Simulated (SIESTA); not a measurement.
Crystal: Cu2O (Cuprite).

```
Cu O
1.0
     4.26000    0.00000    0.00000
     0.00000    4.26000    0.00000
     0.00000    0.00000    4.26000
Cu O
4 2
Direct
  0.75000 0.25000 0.75000
  0.75000 0.75000 0.25000
  0.25000 0.75000 0.75000
  0.25000 0.25000 0.25000
  0.50000 0.50000 0.50000
  0.00000 0.00000 0.00000
```

Base run:

```yaml
Program: SIESTA 5.4.2
Functional: PBE
Potentials_or_basis: SG15 1.2 (PBE files) or PseudoDojo by element
Basis: DZP (energy shift 0.003 Ry; two zetas on semicore shells)
Grid_cutoff: 800 Ry
Energy_shift: 0.003 Ry
k_mesh: 6 × 6 × 6
Occupations: fermi-dirac, width 0.05 eV
Spin: no spin polarisation
```

Its results: band gap on the k mesh 0.45 eV, direct; pressure 4.6 GPa.

Question: The run is repeated on the same cell with these changes: potentials or basis from SG15 1.2 (PBE files) or PseudoDojo by element to PseudoDojo 0.4 standard (PBE files); basis from DZP (energy shift 0.003 Ry; two zetas on semicore shells) to TZP (energy shift 0.003 Ry; two zetas on semicore shells). What comes out?

Answer: Band gap on the k mesh 0.51 eV, direct; pressure 3.6 GPa.

Caveats: the basis of atomic orbitals isn't converged, which shifts pressures, moduli and gaps; short orbitals over semicore shells can move pressures by several GPa (some runs).
